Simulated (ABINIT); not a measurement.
# Ca (Fm-3m) in ABINIT: notebook

One crystal, Ca, is run at these levels: PBEsol, LDA, PBE; tasks: relaxation of cell and atoms, single point.

All numbers are computed with ABINIT 10.8.3 (patched build); they aren't measurements. Logs are shortened: lines on timing, memory, paths and dates and some standing lists are left out, and cuts for length are marked. The log counts tension as positive stress, the text compression.

### 1 The structure

The structure is cubic, space group Fm-3m (No. 225). Conventional cell: a = 5.588 Å, b = 5.588 Å, c = 5.588 Å, α = 90.00°, β = 90.00°, γ = 90.00°. Ca (site symmetry m-3m) is surrounded by 12 Ca at 3.95 Å.

### 2 Relaxation of cell and atoms, PBEsol

The input, run.abi:

```
# Pseudopotentials
pp_dirpath "./"
pseudos "Ca.upf"

# Structure
acell 3*1.0
rprim
     0.0000000000     5.2802727374     5.2802727374
     5.2802727374     0.0000000000     5.2802727374
     5.2802727374     5.2802727374     0.0000000000
ntypat 1
znucl 20
natom 1
typat 1
chkprim 0
chksymtnons 0
tolsym 1.0e-6
xred
            0.0            0.0            0.0

# Plane-wave basis
ecut 34.0
ecutsm 0.5

# k points
kptopt 1
ngkpt 6 6 6
nshiftk 1
shiftk 0.0 0.0 0.0

# Exchange and correlation
ixc -116133

# Bands and occupations
nband 9
occopt 3
tsmear 0.05 eV

# SCF cycle
nstep 80
tolvrs 1.0e-12

# Output
iomode 3
prteig 0
prtebands 0
prtwf 0
prtden 0

# Relaxation
ionmov 2
optcell 2
ntime 50
tolmxf 2.0e-5
dilatmx 1.08
```

Potentials or basis: PseudoDojo NC SR PBEsol v0.4.1 standard.

Started as:

```
$ abinit run.abi > log 2>&1
```

run.abo:

```text
.Version 10.8.3 of ABINIT
 Symmetries : space group Fm -3 m (#225); Bravais cF (face-center cubic)
================================================================================
 Values of the parameters that define the memory need of the present run
     intxc =       0    ionmov =       2      iscf =       7    lmnmax =       6
     lnmax =       6     mgfft =      45  mpssoang =       3    mqgrid =    3001
     natom =       1  nloc_mem =       1    nspden =       1   nspinor =       1
    nsppol =       1      nsym =      48    n1xccc =    2501    ntypat =       1
    occopt =       3   xclevel =       2
       mpw =        3539          nfft =       91125          nkpt =          16
================================================================================
================================================================================

--------------------------------------------------------------------------------
------------- Echo of variables that govern the present computation ------------
--------------------------------------------------------------------------------
 -outvars: echo values of preprocessed input variables --------
            acell      1.0000000000E+00  1.0000000000E+00  1.0000000000E+00 Bohr
              amu      4.00780000E+01
          chkprim           0
      chksymtnons           0
          dilatmx      1.08000000E+00
             ecut      3.40000000E+01 Hartree
           ecutsm      5.00000000E-01 Hartree
           ionmov           2
              ixc     -116133
         kptrlatt        6    0    0      0    6    0      0    0    6
          kptrlen      4.48045999E+01
            natom           1
            nband           9
            ngfft          45      45      45
             nkpt          16
            nstep          80
             nsym          48
            ntime          50
           ntypat           1
           occopt           3
          optcell           2
           prtden           0
        prtebands           0
           prteig           0
            prtwf           0
            rprim      0.0000000000E+00  5.2802727374E+00  5.2802727374E+00
                       5.2802727374E+00  0.0000000000E+00  5.2802727374E+00
                       5.2802727374E+00  5.2802727374E+00  0.0000000000E+00
          spgroup         225
           tolmxf      2.00000000E-05
           tolsym      1.00000000E-06
           tolvrs      1.00000000E-12
           tsmear      1.83746611E-03 Hartree
            typat      1
            znucl       20.00000

================================================================================

 chkinp: Checking input parameters for consistency.

================================================================================
== DATASET  1 ==================================================================

--- !DatasetInfo
iteration_state: {dtset: 1, }
dimensions: {natom: 1, nkpt: 16, mband: 9, nsppol: 1, nspinor: 1, nspden: 1, mpw: 3539, }
cutoff_energies: {ecut:  34.0, pawecutdg:  -1.0, }
electrons: {nelect:   1.00000000E+01, charge:   0.00000000E+00, occopt:   3.00000000E+00, tsmear:   1.83746611E-03, }
meta: {optdriver: 0, ionmov: 2, optcell: 2, iscf: 7, paral_kgb: 0, }
...

 Real(R)+Recip(G) space primitive vectors, cartesian coordinates (Bohr,Bohr^-1):
 R(1)=  0.0000000  5.2802727  5.2802727  G(1)= -0.0946921  0.0946921  0.0946921
 R(2)=  5.2802727  0.0000000  5.2802727  G(2)=  0.0946921 -0.0946921  0.0946921
 R(3)=  5.2802727  5.2802727  0.0000000  G(3)=  0.0946921  0.0946921 -0.0946921
 Unit cell volume ucvol=  2.9444153E+02 bohr^3
 Angles (23,13,12)=  6.00000000E+01  6.00000000E+01  6.00000000E+01 degrees

 getcut: wavevector=  0.0000  0.0000  0.0000  ngfft=  45  45  45
         ecut(hartree)=     39.658   => boxcut(ratio)=   2.07851

--- Pseudopotential description ------------------------------------------------
- pspini: atom type   1  psp file is ./Ca.upf
  20.00000  10.00000  180301                  znucl, zion, pspdat
12 -116133 2 -1 1746                          pspcod,pspxc,lmax,lloc,mmax
     nproj     2     2     2

   1.24610100E+02                                ecore*ucvol(ha*bohr**3)
--------------------------------------------------------------------------------

================================================================================

=== [ionmov= 2] Broyden-Fletcher-Goldfarb-Shanno method (forces)
================================================================================

--- Iteration: ( 1/50) Internal Cycle: (1/1)
--------------------------------------------------------------------------------

---SELF-CONSISTENT-FIELD CONVERGENCE--------------------------------------------

--- !BeginCycle
iteration_state: {dtset: 1, itime: 1, icycle: 1, }
solver: {iscf: 7, nstep: 80, nline: 4, wfoptalg: 0, }
tolerances: {tolvrs: 1.00E-12, }
...

     iter   Etot(hartree)      deltaE(h)  residm     vres2
 ETOT  1  -38.631331772833    -3.863E+01 7.549E-02 1.777E+00
 ETOT  2  -38.641630001927    -1.030E-02 1.351E-02 9.865E-02
 ETOT  3  -38.641642356665    -1.235E-05 5.518E-03 2.305E-02
 ETOT  4  -38.641644035284    -1.679E-06 4.082E-03 6.630E-04
 ETOT  5  -38.641644074437    -3.915E-08 2.539E-03 3.968E-06
 ETOT  6  -38.641644075855    -1.418E-09 1.933E-03 1.434E-07
 ETOT  7  -38.641644075963    -1.072E-10 1.087E-03 5.095E-09
 ETOT  8  -38.641644075969    -6.047E-12 4.275E-04 7.764E-11
 ETOT  9  -38.641644075967     1.400E-12 3.040E-04 2.577E-12
 ETOT 10  -38.641644075970    -2.757E-12 4.457E-04 4.726E-13

 At SCF step   10       vres2   =  4.73E-13 < tolvrs=  1.00E-12 =>converged.

 Cartesian components of stress tensor (hartree/bohr^3)
  sigma(1 1)=  4.14612024E-05  sigma(3 2)=  0.00000000E+00
  sigma(2 2)=  4.14612024E-05  sigma(3 1)=  0.00000000E+00
  sigma(3 3)=  4.14612024E-05  sigma(2 1)=  0.00000000E+00

--- !ResultsGS
iteration_state: {dtset: 1, itime: 1, icycle: 1, }
comment   : Summary of ground state results
lattice_vectors:
- [  0.0000000,   5.2802727,   5.2802727, ]
- [  5.2802727,   0.0000000,   5.2802727, ]
- [  5.2802727,   5.2802727,   0.0000000, ]
lattice_lengths: [   7.46743,    7.46743,    7.46743, ]
lattice_angles: [ 60.000,  60.000,  60.000, ] # degrees, (23, 13, 12)
lattice_volume:   2.9444153E+02
convergence: {deltae: -2.757E-12, res2:  4.726E-13, residm:  4.457E-04, diffor: null, }
etotal    :  -3.86416441E+01
entropy   :   0.00000000E+00
fermie    :   1.32365478E-01
cartesian_stress_tensor: # hartree/bohr^3
- [  4.14612024E-05,   0.00000000E+00,   0.00000000E+00, ]
- [  0.00000000E+00,   4.14612024E-05,   0.00000000E+00, ]
- [  0.00000000E+00,   0.00000000E+00,   4.14612024E-05, ]
pressure_GPa:  -1.2198E+00
xred      :
- [  0.0000E+00,   0.0000E+00,   0.0000E+00, Ca]
cartesian_forces: # hartree/bohr
- [ -0.00000000E+00,  -0.00000000E+00,  -0.00000000E+00, ]
force_length_stats: {min:   0.00000000E+00, max:   0.00000000E+00, mean:   0.00000000E+00, }
...
[... 366 lines left out ...]
---OUTPUT-----------------------------------------------------------------------

 Cartesian coordinates (xcart) [bohr]
  0.00000000000000E+00  0.00000000000000E+00  0.00000000000000E+00
 Reduced coordinates (xred)
  0.00000000000000E+00  0.00000000000000E+00  0.00000000000000E+00
 Cartesian forces (fcart) [Ha/bohr]; max,rms= 0.00000E+00 0.00000E+00 (free atoms)
 -0.00000000000000E+00 -0.00000000000000E+00 -0.00000000000000E+00
 Gradient of E wrt nuclear positions in reduced coordinates (gred)
  0.00000000000000E+00  0.00000000000000E+00  0.00000000000000E+00
 Scale of Primitive Cell (acell) [bohr]
  7.27604922797988E+00  7.27604922797988E+00  7.27604922797988E+00
 Real space primitive translations (rprimd) [bohr]
  0.00000000000000E+00  5.14494374935172E+00  5.14494374935172E+00
  5.14494374935172E+00  0.00000000000000E+00  5.14494374935172E+00
  5.14494374935172E+00  5.14494374935172E+00  0.00000000000000E+00
 Unitary Cell Volume (ucvol) [Bohr^3]=  2.72377913273775E+02
 Angles (23,13,12)= [degrees]
  6.00000000000000E+01  6.00000000000000E+01  6.00000000000000E+01
 Lengths [Bohr]
  7.27604922797988E+00  7.27604922797988E+00  7.27604922797988E+00
 Stress tensor in cartesian coordinates (strten) [Ha/bohr^3]
  2.64294971281595E-09  0.00000000000000E+00  0.00000000000000E+00
  0.00000000000000E+00  2.64294971346647E-09  0.00000000000000E+00
  0.00000000000000E+00  0.00000000000000E+00  2.64294971303279E-09
 Total energy (etotal) [Ha]= -3.86421294430174E+01

 Difference of energy with previous step (new-old):
           Absolute (Ha)=-1.35186E-08
           Relative     =-3.49841E-10

 At Broyd/MD step   5, gradients are converged :
  max grad (force/stress) = 2.6429E-07 < tolmxf= 2.0000E-05 ha/bohr (free atoms)

================================================================================

 ----iterations are completed or convergence reached----

 Mean square residual over all n,k,spin=   31.972E-09; max=  42.622E-07
 reduced coordinates (array xred) for    1 atoms
       0.000000000000      0.000000000000      0.000000000000
 rms dE/dt=  0.0000E+00; max dE/dt=  0.0000E+00; dE/dt below (all hartree)
    1       0.000000000000      0.000000000000      0.000000000000

 cartesian coordinates (angstrom) at end:
    1      0.00000000000000     0.00000000000000     0.00000000000000

 cartesian forces (hartree/bohr) at end:
    1     -0.00000000000000    -0.00000000000000    -0.00000000000000
 frms,max,avg= 0.0000000E+00 0.0000000E+00   0.000E+00  0.000E+00  0.000E+00 h/b

 cartesian forces (eV/Angstrom) at end:
    1     -0.00000000000000    -0.00000000000000    -0.00000000000000
 frms,max,avg= 0.0000000E+00 0.0000000E+00   0.000E+00  0.000E+00  0.000E+00 e/A
 length scales=  7.276049227980  7.276049227980  7.276049227980 bohr
              =  3.850319434243  3.850319434243  3.850319434243 angstroms
 Fermi (or HOMO) energy (hartree) =   0.14899   Average Vxc (hartree)=  -0.29418
 Eigenvalues (hartree) for nkpt=  16  k points:
 kpt#   1, nband=  9, wtk=  0.00463, kpt=  0.0000  0.0000  0.0000 (reduced coord)
  -1.38703   -0.68812   -0.68812   -0.68812   -0.00347    0.23516    0.23516    0.23516
   0.27683
      occupation numbers for kpt#   1
   2.00000    2.00000    2.00000    2.00000    2.00000    0.00000    0.00000    0.00000
   0.00000
 prteigrs : prtvol=0 or 1, do not print more k-points.

--- !EnergyTerms
iteration_state     : {dtset: 1, itime: 5, icycle: 1, }
comment             : Components of total free energy in Hartree
kinetic             :  1.31839517538889E+01
hartree             :  9.73562149492231E+00
xc                  : -7.21766892589779E+00
Ewald energy        : -2.22784849430643E+01
psp_core            :  4.57489737337573E-01
local_psp           : -3.57389838548906E+01
non_local_psp       :  3.21663498715519E+00
internal            : -3.86414397505486E+01
'-kT*entropy'       : -6.89692468759908E-04
total_energy        : -3.86421294430174E+01
total_energy_eV     : -1.05150590964114E+03
band_energy         : -6.71985415915923E+00
...

 Cartesian components of stress tensor (hartree/bohr^3)
  sigma(1 1)=  2.64294971E-09  sigma(3 2)=  0.00000000E+00
  sigma(2 2)=  2.64294971E-09  sigma(3 1)=  0.00000000E+00
  sigma(3 3)=  2.64294971E-09  sigma(2 1)=  0.00000000E+00

-Cartesian components of stress tensor (GPa)         [Pressure= -7.7758E-05 GPa]
- sigma(1 1)=  7.77582651E-05  sigma(3 2)=  0.00000000E+00
- sigma(2 2)=  7.77582652E-05  sigma(3 1)=  0.00000000E+00
- sigma(3 3)=  7.77582652E-05  sigma(2 1)=  0.00000000E+00

== END DATASET(S) ==============================================================
================================================================================

 -outvars: echo values of variables after computation  --------
            acell      7.2760492280E+00  7.2760492280E+00  7.2760492280E+00 Bohr
           etotal     -3.8642129443E+01
            fcart     -0.0000000000E+00 -0.0000000000E+00 -0.0000000000E+00
            rprim      0.0000000000E+00  7.0710678119E-01  7.0710678119E-01
                       7.0710678119E-01  0.0000000000E+00  7.0710678119E-01
                       7.0710678119E-01  7.0710678119E-01  0.0000000000E+00
           strten      2.6429497128E-09  2.6429497135E-09  2.6429497130E-09
                       0.0000000000E+00  0.0000000000E+00  0.0000000000E+00
 Calculation completed.
```

Run time: 72 s. Hardware: 1 thread of Arm Neoverse V1, shared host; peak memory 0.09 GiB.

Results:

```
Free energy                            : -1051.5059 eV
Relaxed volume                         : 40.36 Å³/atom
Relaxed cell                           : a = 3.850 Å, b = 3.850 Å, c = 3.850 Å, α = 60.00°, β = 60.00°, γ = 60.00°
Space group after relaxing (to 0.05 Å) : Fm-3m (No. 225)
Energy gained by relaxing              : 13.2 meV/atom
Ionic steps                            : 5
Pressure after relaxing                : 0.0 GPa
Band gap on the k mesh                 : none (metal or under the smearing width)
```

Step by step:
| step | energy change (eV) | largest force (eV/Å) | pressure (GPa) | volume (Å³) |
| --- | --- | --- | --- | --- |
| 1 | 0.0000 | 0.0000 | -1.22 | 43.63 |
| 2 | -0.0012 | 0.0000 | -1.17 | 43.47 |
| 3 | -0.0131 | 0.0000 | 0.11 | 40.11 |
| 4 | -0.0132 | 0.0000 | -0.01 | 40.38 |
| 5 | -0.0132 | 0.0000 | 0.00 | 40.36 |

Final structure:
```yaml
crystal:
  lattice:
    - [0.00000, 2.72259, 2.72259]
    - [2.72259, 0.00000, 2.72259]
    - [2.72259, 2.72259, 0.00000]
  atoms:
    - { symbol: Ca, position: [0.00000, 0.00000, 0.00000] }
```

### 3 Single point, PBEsol (cell relaxed)

The input, run.abi:

```
# Pseudopotentials
pp_dirpath "./"
pseudos "Ca.upf"

# Structure
acell 3*1.0
rprim
     0.0000000000     5.1449437427     5.1449437427
     5.1449437427     0.0000000000     5.1449437427
     5.1449437427     5.1449437427     0.0000000000
ntypat 1
znucl 20
natom 1
typat 1
xred
     0.0000000000     0.0000000000     0.0000000000
chkprim 0
chksymtnons 0
tolsym 1.0e-6

# Plane-wave basis
ecut 925.187132 eV

# k points
kptopt 1
ngkpt 6 6 6
nshiftk 1
shiftk 0.0 0.0 0.0

# Exchange and correlation
ixc -116133

# Bands and occupations
nband 9
occopt 3
tsmear 0.05 eV

# SCF cycle
nstep 100
tolvrs 1.0e-10

# Output
iomode 3
prtwf 0
prtden 0
prteig 0
prtebands 0
enunit 2
```

Potentials or basis: PseudoDojo NC SR PBEsol v0.4.1 standard.

Started as:

```
$ abinit run.abi > log 2>&1
```

Run time: 11 s. Hardware: 1 thread of Arm Neoverse V1, shared host; peak memory 0.07 GiB.

Results (log left out):

| Property | Result |
| --- | --- |
| Free energy | -1051.5060 eV |
| Pressure | 0.0 GPa |
| Band gap on the k mesh | none (metal or under the smearing width) |
| Valence electrons inside the program's atomic spheres | Ca 7.55 (radii [1.0584] Å) |

Levels at points of the mesh, in eV from the Fermi level:
```tsv
k point	band 1	band 2	band 3	band 4	band 5	band 6	band 7	band 8	band 9
(0.00, 0.00, 0.00)	-41.80	-22.78	-22.78	-22.78	-4.15	2.34	2.34	2.34	3.48
(0.50, 0.00, 0.00)	-41.78	-22.94	-22.80	-22.80	-1.06	-0.16	2.23	2.23	4.21
(0.50, 0.50, 0.00)	-41.77	-22.93	-22.84	-22.84	-0.54	0.50	1.00	4.37	4.40
```

### 4 Single point, LDA

The input, run.abi:

```
# Pseudopotentials
pp_dirpath "./"
pseudos "Ca.upf"

# Structure
acell 7.4674333183 7.4674333183 7.4674333183
rprim
     0.0000000000     0.7071067812     0.7071067812
     0.7071067812     0.0000000000     0.7071067812
     0.7071067812     0.7071067812     0.0000000000
ntypat 1
znucl 20
natom 1
typat 1
xred
     0.0000000000     0.0000000000     0.0000000000

# Plane-wave basis
ecut 27.0

# k points
kptopt 1
ngkpt 6 6 6
nshiftk 1
shiftk 0.0 0.0 0.0

# Exchange and correlation
ixc 7

# Bands and occupations
nband 9
occopt 3
tsmear 0.00183747

# SCF cycle
nstep 100
tolvrs 1.0e-10

# Output
iomode 3
prtwf 0
prteig 0
prtebands 0
prtvol 2
prtden 1
prtvha 1
prtvclmb 1
prtpot 1
prtelf 1
```

Potentials or basis: PseudoDojo NC SR LDA v0.4.1 standard.

Started as:

```
$ abinit run.abi > log 2>&1
```

Run time: 6.4 s. Hardware: 1 thread of Arm Neoverse V2, shared host; peak memory 0.06 GiB.

Results (log left out):

- Free energy: -1052.2976 eV
- Band gap on the k mesh: none (metal or under the smearing width)
- Valence electrons inside the program's atomic spheres: Ca 7.54 (radii [1.0584] Å)

Levels at points of the mesh, in eV from the Fermi level:
```csv
k point,band 1,band 2,band 3,band 4,band 5,band 6,band 7,band 8,band 9
"(0.00, 0.00, 0.00)",-41.76,-22.92,-22.92,-22.92,-3.99,2.14,2.14,2.14,3.16
"(0.50, 0.00, 0.00)",-41.75,-23.04,-22.94,-22.94,-1.05,-0.16,2.04,2.04,3.82
"(0.50, 0.50, 0.00)",-41.74,-23.04,-22.97,-22.97,-0.48,0.49,0.91,3.84,3.99
```

Caveat: the cutoff is too short for stress, so the log's stress isn't used.

### 5 Relaxation of cell and atoms, PBE

The input, run.abi:

```
# Pseudopotentials
pp_dirpath "./"
pseudos "Ca.upf"

# Structure
acell 3.951595536 3.951595536 3.951595536 Angstrom
rprim
     0.0000000000     0.7071067812     0.7071067812
     0.7071067812     0.0000000000     0.7071067812
     0.7071067812     0.7071067812     0.0000000000
ntypat 1
znucl 20
natom 1
typat 1
chkprim 0
chksymtnons 0
tolsym 1.0e-6
xred
            0.0            0.0            0.0

# Plane-wave basis
ecut 925.187132 eV
ecutsm 0.5

# k points
kptopt 1
ngkpt 6 6 6
nshiftk 1
shiftk 0.0 0.0 0.0

# Exchange and correlation
ixc 11

# Bands and occupations
nband 9
occopt 3
tsmear 0.05 eV

# SCF cycle
nstep 80
tolvrs 1.0e-12

# Output
iomode 3
prteig 0
prtebands 0
prtwf 0
prtden 0

# Relaxation
ionmov 2
optcell 2
ntime 50
tolmxf 2.0e-5
dilatmx 1.08
```

Potentials or basis: PseudoDojo NC SR PBE v0.4.1 standard.

Started as:

```
$ abinit run.abi > log 2>&1
```

Run time: 57 s. Hardware: 1 thread of Arm Neoverse V1, shared host; peak memory 0.09 GiB.

It converged, with:

```yaml
Free_energy: -1053.4004 eV
Relaxed_volume: 41.96 Å³/atom
Relaxed_cell: a = 3.900 Å, b = 3.900 Å, c = 3.900 Å, α = 60.00°, β = 60.00°, γ = 60.00°
Space_group_after_relaxing_to_0.05_Å: Fm-3m (No. 225)
Energy_gained_by_relaxing: 3.4 meV/atom
Ionic_steps: 4
Pressure_after_relaxing: 0.0 GPa
Band_gap_on_the_k_mesh: none (metal or under the smearing width)
```

The path:
```tsv
step	energy change (eV)	largest force (eV/Å)	pressure (GPa)	volume (Å³)
1	0.0000	0.0000	-0.63	43.63
2	-0.0003	0.0000	-0.60	43.55
3	-0.0034	0.0000	0.02	41.89
4	-0.0034	0.0000	0.00	41.96
```

Final structure:
```xyz
1
Lattice="0.0000 2.7580 2.7580 2.7580 0.0000 2.7580 2.7580 2.7580 0.0000" Properties=species:S:1:pos:R:3 pbc="T T T"
Ca    0.0000    0.0000    0.0000
```

### 6 The runs side by side

| task | level | potentials or basis | cell | cutoff (eV) | cell freedom (optcell) | optimiser (ionmov) | cutoff smearing ecutsm (Ha) | force stop (Ha/bohr) | gap on the mesh (eV) | pressure (GPa) | relaxed volume (Å³/atom) |
| --- | --- | --- | --- | --- | --- | --- | --- | --- | --- | --- | --- |
| relaxation of cell and atoms | PBEsol | PseudoDojo NC SR PBEsol v0.4.1 standard | relaxed | 925 | 2 | 2 | 0.5 | 2e-05 | none | 0.0 | 40.36 |
| single point | PBEsol | PseudoDojo NC SR PBEsol v0.4.1 standard | cell relaxed | 925 | - | - | - | - | none | 0.0 | - |
| single point | LDA | PseudoDojo NC SR LDA v0.4.1 standard | as given | 735 | - | - | - | - | none | - | - |
| relaxation of cell and atoms | PBE | PseudoDojo NC SR PBE v0.4.1 standard | relaxed | 925 | 2 | 2 | 0.5 | 2e-05 | none | 0.0 | 41.96 |

Alike in all rows: no spin polarisation; k mesh 6 × 6 × 6; smearing fermi-dirac 0.05 eV.

Total energies depend on the potentials used, so only differences within one code and one set of settings carry meaning.
